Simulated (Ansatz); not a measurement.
# SiO2: the cost of one run

Computed with Ansatz 0.2.0 (DFT PBE, scalar-relativistic, plane waves, PAW, unless a step's input says otherwise).

### 1 Starting point

It takes space group P6_422 (No. 181, hexagonal). Conventional cell: a = 5.105 Å, b = 5.105 Å, c = 5.585 Å, α = 90.00°, β = 90.00°, γ = 120.00°. Si (site symmetry 222) is surrounded by 4 O at 1.62 Å. O (site symmetry 2) is surrounded by 2 Si at 1.62 Å.

Coordinates:

```
CELL_PARAMETERS angstrom
5.10538 0.00000 0.00000
-2.55269 4.42139 0.00000
0.00000 0.00000 5.58505
ATOMIC_POSITIONS crystal
Si 0.00000 0.50000 0.33333
Si 0.50000 0.50000 0.66667
Si 0.50000 0.00000 0.00000
O 0.58396 0.79198 0.83333
O 0.79198 0.58396 0.50000
O 0.79198 0.20802 0.16667
O 0.41604 0.20802 0.83333
O 0.20802 0.41604 0.50000
O 0.20802 0.79198 0.16667
```

It goes back to an entry of the Materials Project, which need not be the stable form.

This cell was relaxed beforehand with the same method: volume 14.01 Å³/atom, gap on the mesh 5.55 eV.

### 2 Electronic structure at the relaxed geometry

Input file input.yaml:

```yaml
crystal:
  lattice:
    - [5.1053779309, 0.0, 0.0]
    - [-2.5526889655, 4.4213869841, 0.0]
    - [0.0, 0.0, 5.585046796]
  atoms:
    - { symbol: Si, position: [0.0, 0.5, 0.3333333333] }
    - { symbol: Si, position: [0.5, 0.5, 0.6666666667] }
    - { symbol: Si, position: [0.5, 0.0, 0.0] }
    - { symbol: O, position: [0.5839605948, 0.7919802974, 0.8333333333] }
    - { symbol: O, position: [0.7919802974, 0.5839605948, 0.5] }
    - { symbol: O, position: [0.7919802974, 0.2080197026, 0.1666666667] }
    - { symbol: O, position: [0.4160394052, 0.2080197026, 0.8333333333] }
    - { symbol: O, position: [0.2080197026, 0.4160394052, 0.5] }
    - { symbol: O, position: [0.2080197026, 0.7919802974, 0.1666666667] }
basis:
  ecutwfc: 420
kpoints:
  mp_grid: { grid: [6, 6, 4] }
  band_path:
    path:
      - [[0.0, 0.0, 0.0], [0.5, 0.0, 0.0], [0.33333333, 0.33333333, 0.0], [0.0, 0.0, 0.0], [0.0, 0.0, 0.5], [0.5, 0.0, 0.5], [0.33333333, 0.33333333, 0.5], [0.0, 0.0, 0.5]]
      - [[0.5, 0.0, 0.5], [0.5, 0.0, 0.0]]
      - [[0.33333333, 0.33333333, 0.5], [0.33333333, 0.33333333, 0.0]]
    npoints: 14
hamiltonian:
  xc: pbe
scf:
  occupations: { method: gaussian, width: 0.02 }
  n_extra_bands: 22
output:
  forces: true
  stress: true
  eigenvalues: true
  populations: true
  dos: { projected: true, de: 0.02, nscf_kmesh: { grid: [9, 9, 6] } }
  bader: true
  write_density: true
  write_potential: true
  elf: true
  volumetric_format: npy
```

Launch:

```console
ansatz run input.yaml --threads 2 --pin off --max-ram 5120MiB --backend cpu --events-out ev --progress --plain --runs-dir out
```

What time and memory should one allow on 2 threads of Arm Neoverse N1, shared host?

About 2.3 min, with a peak of 0.62 GiB.
